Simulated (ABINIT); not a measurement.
# As (R-3m) in ABINIT: further runs

The runs below take As through band structure, with PBE.

Program: ABINIT 10.8.3 (patched build). These are calculated values, not measurements. Logs are shortened: lines on timing, memory, paths and dates and some standing lists are left out, and cuts for length are marked. The log counts tension as positive stress, the text compression.

## (1) The crystal as given

Symmetry: R-3m, No. 166, trigonal system. The conventional cell has a = 3.762 Å, b = 3.762 Å, c = 10.542 Å, α = 90.00°, β = 90.00°, γ = 120.00°. Around As (site symmetry 3m) lie 3 As at 2.51 Å.

## (2) Band structure, PBE

Contents of run.abi:

```
# Datasets: ground state, then fixed potential
ndtset 2

# Pseudopotentials
pp_dirpath "./"
pseudos "As.GGA_PBE-JTH.xml"

# Structure
acell 4.131 4.131 4.131 Angstrom
rprim
     0.4552885255     0.2628609527     0.8506564983
    -0.4552885255     0.2628609527     0.8506564983
     0.0000000000    -0.5257219055     0.8506564983
ntypat 1
znucl 33
natom 2
typat 1 1
xred
     0.2260000000     0.2260000000     0.2260000000
     0.7740000000     0.7740000000     0.7740000000

# Plane-wave basis
ecut 15.0
pawecutdg 30.0
pawxcdev 0

# Exchange and correlation
ixc 11

# Bands and occupations
occopt 3
tsmear 0.05 eV

# SCF cycle
nstep 100

# Output
iomode 3
prtwf 0
prteig 0
prtebands 0
enunit 1
prtden1 1
prtvha1 1
prtvclmb1 1
prtpot1 1

# Dataset 1
kptopt1 1
ngkpt1 9 9 9
nshiftk1 1
shiftk1 0.0 0.0 0.0
nband1 19
tolvrs1 1.0e-9

# Dataset 2: bands along G-L-B1
iscf2 -2
getden2 1
nband2 25
nbdbuf2 4
tolwfr2 1.0e-11
kptopt2 -2
ndivsm2 5
prteig2 1
kptbounds2
     0.0000000000     0.0000000000     0.0000000000
     0.5000000000     0.0000000000     0.0000000000
     0.5000000000     0.2303245873    -0.2303245873
```

Potentials or basis: JTH PAW PBE v2.0.

Command:

```
$ abinit run.abi > log 2>&1
```

run.abo:

```text
.Version 10.8.3 of ABINIT
 DATASET    1 : space group R-3 m (#166); Bravais hR (rhombohedral)
================================================================================
 Values of the parameters that define the memory need for DATASET  1.
     intxc =       0    ionmov =       0      iscf =      17    lmnmax =      18
     lnmax =       6     mgfft =      30  mpssoang =       3    mqgrid =    3001
     natom =       2  nloc_mem =       2    nspden =       1   nspinor =       1
    nsppol =       1      nsym =      12    n1xccc =       1    ntypat =       1
    occopt =       3   xclevel =       2
       mpw =         819          nfft =       27000          nkpt =          85
 PAW method is used; the additional fine FFT grid is defined by:
   mgfftf=        40    nfftf =     64000
================================================================================
================================================================================

 DATASET    2 : space group R-3 m (#166); Bravais hR (rhombohedral)
================================================================================
 Values of the parameters that define the memory need for DATASET  2.
     intxc =       0    ionmov =       0      iscf =      -2    lmnmax =      18
     lnmax =       6     mgfft =      30  mpssoang =       3    mqgrid =    3001
     natom =       2  nloc_mem =       2    nspden =       1   nspinor =       1
    nsppol =       1      nsym =      12    n1xccc =       1    ntypat =       1
    occopt =       3   xclevel =       2
       mpw =         810          nfft =       27000          nkpt =          13
 PAW method is used; the additional fine FFT grid is defined by:
   mgfftf=        40    nfftf =     64000
================================================================================
================================================================================

--------------------------------------------------------------------------------
------------- Echo of variables that govern the present computation ------------
--------------------------------------------------------------------------------
 -outvars: echo values of preprocessed input variables --------
            acell      7.8064586261E+00  7.8064586261E+00  7.8064586261E+00 Bohr
              amu      7.49215900E+01
             ecut      1.50000000E+01 Hartree
           enunit           1
           getden1          0
           getden2          1
             iscf1         17
             iscf2         -2
                       outvar_i_n : Printing only first  50 k-points.
              ixc          11
           jdtset        1    2
                       outvar_i_n : Printing only first  50 k-points.
           kptopt1          1
           kptopt2         -2
         kptrlatt        9    0    0      0    9    0      0    0    9
          kptrlen1     6.39754387E+01
          kptrlen2     3.00000000E+01
            natom           2
            nband1         19
            nband2         25
           nbdbuf1          0
           nbdbuf2          4
           ndtset           2
           ndivsm1          0
           ndivsm2          5
            ngfft          30      30      30
          ngfftdg          40      40      40
             nkpt1         85
             nkpt2         13
            nstep         100
             nsym          12
           ntypat           1
                       prtocc : prtvol=0, do not print more k-points.
           occopt           3
        pawecutdg      3.00000000E+01 Hartree
         pawxcdev           0
        prtebands           0
           prteig1          0
           prteig2          1
           prtpot1          1
           prtpot2          0
         prtvclmb1          1
         prtvclmb2          0
           prtvha1          1
           prtvha2          0
            prtwf           0
            rprim      4.5528852550E-01  2.6286095270E-01  8.5065649830E-01
                      -4.5528852550E-01  2.6286095270E-01  8.5065649830E-01
                       0.0000000000E+00 -5.2572190550E-01  8.5065649830E-01
           shiftk1     0.00000000E+00  0.00000000E+00  0.00000000E+00
           shiftk2     5.00000000E-01  5.00000000E-01  5.00000000E-01
          spgroup         166
           tolvrs1     1.00000000E-09
[... 256 lines left out ...]
--------------------------------------------------------------------------------

================================================================================
 Non-SCF case, kpt    1 (  0.00000  0.00000  0.00000), residuals and eigenvalues=
  2.83E-12  7.00E-12  5.24E-12  8.62E-12  5.18E-12  5.75E-12  6.72E-12  5.85E-12
  5.85E-12  5.07E-12  7.21E-12  1.18E-12  2.29E-12  3.20E-12  8.23E-13  4.27E-12
  3.33E-12  1.15E-12  6.26E-12  1.51E-12  3.72E-12  2.10E-12  2.25E-12  7.62E-12
  3.34E-12
 -1.0988E+00 -1.0988E+00 -1.0972E+00 -1.0972E+00 -1.0959E+00 -1.0946E+00
 -1.0946E+00 -1.0941E+00 -1.0928E+00 -1.0928E+00 -3.1871E-01  2.1672E-02
  1.4395E-01  1.6000E-01  1.6000E-01  2.9349E-01  3.4147E-01  3.4147E-01
  4.8942E-01  4.8942E-01  5.0766E-01  5.6135E-01  5.6135E-01  5.6216E-01
  5.7167E-01
 Non-SCF case, kpt    2 (  0.07143  0.00000  0.00000), residuals and eigenvalues=
[... 105 lines left out ...]
 -1.0953E+00 -1.0944E+00 -1.0941E+00 -1.0932E+00 -1.8272E-01 -1.7545E-01
  1.6205E-02  6.7319E-02  1.6780E-01  2.7535E-01  4.2146E-01  4.3272E-01
  4.8244E-01  4.9454E-01  6.5247E-01  7.2083E-01  7.2516E-01  7.7956E-01
  8.9741E-01
 Non-SCF case, kpt   13 (  0.50000  0.23032 -0.23032), residuals and eigenvalues=
  4.08E-12  8.50E-12  6.29E-12  7.07E-12  4.12E-12  6.94E-12  7.22E-12  5.99E-12
  9.83E-12  8.66E-12  2.83E-12  5.41E-12  2.65E-12  2.74E-12  4.85E-12  5.97E-12
  8.97E-12  3.93E-12  5.63E-12  8.98E-12  2.76E-12  5.36E-12  4.11E-12  5.43E-08
  4.86E-06
 -1.0986E+00 -1.0969E+00 -1.0964E+00 -1.0963E+00 -1.0957E+00 -1.0954E+00
 -1.0954E+00 -1.0945E+00 -1.0940E+00 -1.0932E+00 -1.9756E-01 -1.5483E-01
  1.8518E-02  3.7862E-02  1.8442E-01  2.8199E-01  4.2668E-01  4.3444E-01
  4.8767E-01  5.0510E-01  6.8898E-01  7.1045E-01  7.1703E-01  8.2399E-01
  8.3546E-01

--- !ResultsGS
iteration_state: {dtset: 2, }
comment   : Summary of ground state results
lattice_vectors:
- [  3.5541910,   2.0520132,   6.6406148, ]
- [ -3.5541910,   2.0520132,   6.6406148, ]
- [  0.0000000,  -4.1040263,   6.6406148, ]
lattice_lengths: [   7.80646,    7.80646,    7.80646, ]
lattice_angles: [ 54.167,  54.167,  54.167, ] # degrees, (23, 13, 12)
lattice_volume:   2.9058985E+02
convergence: {deltae:  0.000E+00, res2:  0.000E+00, residm:  9.996E-12, diffor:  0.000E+00, }
etotal    :  -2.27738509E+02
entropy   :   0.00000000E+00
fermie    :   2.35385237E-01
cartesian_stress_tensor: null
pressure_GPa: null
xred      :
- [  2.2600E-01,   2.2600E-01,   2.2600E-01, As]
- [  7.7400E-01,   7.7400E-01,   7.7400E-01, As]
cartesian_forces: null
force_length_stats: {min: null, max: null, mean: null, }
...

 Integrated electronic density in atomic spheres:
 ------------------------------------------------
 Atom  Sphere_radius  Integrated_density
    1        2.10392         12.58778384
    2        2.10392         12.58778384

================================================================================

 ----iterations are completed or convergence reached----

 Mean square residual over all n,k,spin=   51.933E-13; max=  99.963E-13
 reduced coordinates (array xred) for    2 atoms
       0.226000000000      0.226000000000      0.226000000000
       0.774000000000      0.774000000000      0.774000000000

 cartesian coordinates (angstrom) at end:
    1     -0.00000000000000    -0.00000000009336     2.38253403225561
    2     -0.00000000000000    -0.00000000031974     8.15965195117629
 length scales=  7.806458626125  7.806458626125  7.806458626125 bohr
              =  4.131000000000  4.131000000000  4.131000000000 angstroms
 Eigenvalues (   eV  ) for nkpt=  13  k points:
 kpt#   1, nband= 25, wtk=  1.00000, kpt=  0.0000  0.0000  0.0000 (reduced coord)
 -29.89863  -29.89863  -29.85554  -29.85554  -29.82164  -29.78463  -29.78463  -29.77237
 -29.73682  -29.73682   -8.67257    0.58972    3.91708    4.35393    4.35393    7.98630
   9.29198    9.29198   13.31793   13.31793   13.81422   15.27499   15.27499   15.29703
  15.55596
 kpt#   2, nband= 25, wtk=  1.00000, kpt=  0.0714  0.0000  0.0000 (reduced coord)
 -29.89810  -29.89713  -29.85496  -29.85437  -29.82126  -29.78535  -29.78473  -29.77332
 -29.73810  -29.73751   -8.60409    0.34347    3.95157    4.29931    4.30403    8.15082
   9.14483    9.25189   12.79073   13.20322   13.37284   15.70443   15.77330   16.00831
  16.32888
 kpt#   3, nband= 25, wtk=  1.00000, kpt=  0.1429  0.0000  0.0000 (reduced coord)
 -29.89666  -29.89280  -29.85334  -29.85100  -29.82019  -29.78756  -29.78517  -29.77615
 -29.74181  -29.73951   -8.39948   -0.31334    3.84086    4.15636    4.43562    8.24495
   8.91169    9.08690   12.15552   12.96768   13.24809   16.72087   16.90124   17.15435
  18.05754
 kpt#   4, nband= 25, wtk=  1.00000, kpt=  0.2143  0.0000  0.0000 (reduced coord)
 -29.89443  -29.88594  -29.85090  -29.84580  -29.81844  -29.79110  -29.78643  -29.78037
[... 34 lines left out ...]
 -29.89299  -29.83597  -29.82908  -29.82684  -29.82650  -29.82246  -29.80472  -29.77639
 -29.77580  -29.74878   -5.26769   -4.75046    0.85936    2.86666    4.16341    7.22783
  10.38788   10.74558   13.74539   14.27580   16.74576   18.44327   20.63342   21.46814
  23.89164
 kpt#  12, nband= 25, wtk=  1.00000, kpt=  0.5000  0.1843 -0.1843 (reduced coord)
 -29.89392  -29.83768  -29.83047  -29.83008  -29.82488  -29.81746  -29.80431  -29.78026
 -29.77255  -29.74773   -4.97198   -4.77435    0.44097    1.83184    4.56594    7.49258
  11.46845   11.77504   13.12780   13.45707   17.75449   19.61489   19.73269   21.21282
  24.41973
 kpt#  13, nband= 25, wtk=  1.00000, kpt=  0.5000  0.2303 -0.2303 (reduced coord)
 -29.89368  -29.84858  -29.83523  -29.83279  -29.81557  -29.80761  -29.80627  -29.78337
 -29.76901  -29.74731   -5.37583   -4.21321    0.50390    1.03026    5.01845    7.67323
  11.61067   11.82179   13.27029   13.74443   18.74802   19.33242   19.51135   22.42181
  22.73400

== END DATASET(S) ==============================================================
================================================================================

 -outvars: echo values of variables after computation  --------
            acell      7.8064586261E+00  7.8064586261E+00  7.8064586261E+00 Bohr
           etotal1    -2.2773850858E+02
            fcart1     1.5237937509E-18 -2.2461678699E-18  8.7216471522E-03
                      -1.5237937509E-18  2.2461678699E-18 -8.7216471522E-03
            rprim      4.5528852550E-01  2.6286095270E-01  8.5065649830E-01
                      -4.5528852550E-01  2.6286095270E-01  8.5065649830E-01
                       0.0000000000E+00 -5.2572190550E-01  8.5065649830E-01
           strten1    -1.3595817330E-04 -1.3595817040E-04 -1.1242743049E-04
                       6.4717463211E-13  0.0000000000E+00  0.0000000000E+00
           xangst     -1.7531415844E-17 -9.3360678491E-11  2.3825340323E+00
                      -1.5027569353E-17 -3.1974003639E-10  8.1596519512E+00
             xred      2.2600000000E-01  2.2600000000E-01  2.2600000000E-01
                       7.7400000000E-01  7.7400000000E-01  7.7400000000E-01
 Calculation completed.
```

It took 63 s on 1 thread of Arm Neoverse V1, shared host; peak memory 0.13 GiB.

Results:

```yaml
Free_energy: -6197.0805 eV
Pressure: 3.8 GPa
Largest_force: 0.448 eV/Å
Band_gap_on_the_k_mesh: none (metal or under the smearing width)
Valence_electrons_inside_the_program's_atomic_spheres: As 12.59 (radii [1.1133] Å)
```

Forces on the atoms (eV/Å):
```
As   0.000  0.000  0.448
As   0.000  0.000 -0.448
```

Levels at the corners of the path, in eV from the Fermi level:
```csv
point,band 13,band 14,band 15,band 16,band 17,band 18
Γ,-2.49,-2.05,-2.05,1.58,2.89,2.89
L,-2.89,-2.81,-0.38,-0.33,0.39,1.42
B1,-5.90,-5.37,-1.39,1.27,5.21,5.42
```

[end of part 1 of 2]
